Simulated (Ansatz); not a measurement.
Runs of Ansatz 0.2.0 on LiCl. The structure is cubic, space group Fm-3m (No. 225). The conventional cell has a = 5.130 Å, b = 5.130 Å, c = 5.130 Å, α = 90.00°, β = 90.00°, γ = 90.00°. Cl (site symmetry m-3m) is surrounded by 6 Li at 2.56 Å. Around Li (site symmetry m-3m) lie 6 Cl at 2.56 Å. 

```tsv
task	level	potentials or basis	spin	cell	k mesh	cutoff (eV)	smearing	points for each segment of the path	broadening	other keys	mesh quality	gap on the mesh (eV)	pressure (GPa)
single point	PBE	Ansatz PAW	off	as given	9 × 9 × 9	420	fermi-dirac 0.05 eV	-	-	-	not flagged	6.33	0.4
single point	r2SCAN0	Ansatz PAW	off	as given	5 × 5 × 5	500	fermi-dirac 0.1 eV	-	-	-	coarse	(b)	(a)
relaxation of cell and atoms	wPBEh	JTH PAW	collinear, program default start	relaxed	6 × 6 × 6	1170	fermi-dirac 0.025 eV	-	-	scf.occupations.method = fermi_dirac; scf.occupations.width = 0.025	not flagged	7.69	0.0
single point	PBE	Ansatz PAW	off	atoms moved at random, drawn with an rms of 0.05 Å	9 × 9 × 9	420	fermi-dirac 0.05 eV	-	-	-	not flagged	6.31	0.6
band structure	PBE0	Ansatz PAW	off	as given	5 × 5 × 5	420	cold 0.01 eV	4	-	-	coarse	8.45	-0.4
optical spectrum	HSE03	Ansatz PAW	off	volume scaled by 0.92	6 × 6 × 6	420	fixed	-	0.2 eV	-	not flagged	(c)	-
atomic charges	r2SCAN50+D3(BJ)	Ansatz PAW earlier set	off	as given	5 × 5 × 5	900	fermi-dirac 0.1 eV	-	-	-	coarse	10.75	-2.5
```

Task: Fill in the values left out.

Result: (a) -0.7; (b) 8.98; (c) 7.96.

Caveats: some runs use coarse meshes; odd divisions of the mesh miss points on the zone boundary, where band edges often lie, so the gap on the mesh can be too wide (some runs); the PAW data sets come from PBE, with cores solved anew for the run's functional, which leaves a small shift of forces and pressure (some runs); the thresholds are loose for stress (some runs); the plane-wave basis is chosen anew once the cell has moved, so the energies of steps on either side of that aren't comparable (some runs); spectra need much finer meshes, so this one isn't converged (some runs); independent-particle spectra lack excitons (some runs); the dispersion damping was fitted for another functional or another form of the correction (some runs).

A k mesh can miss the band edges.
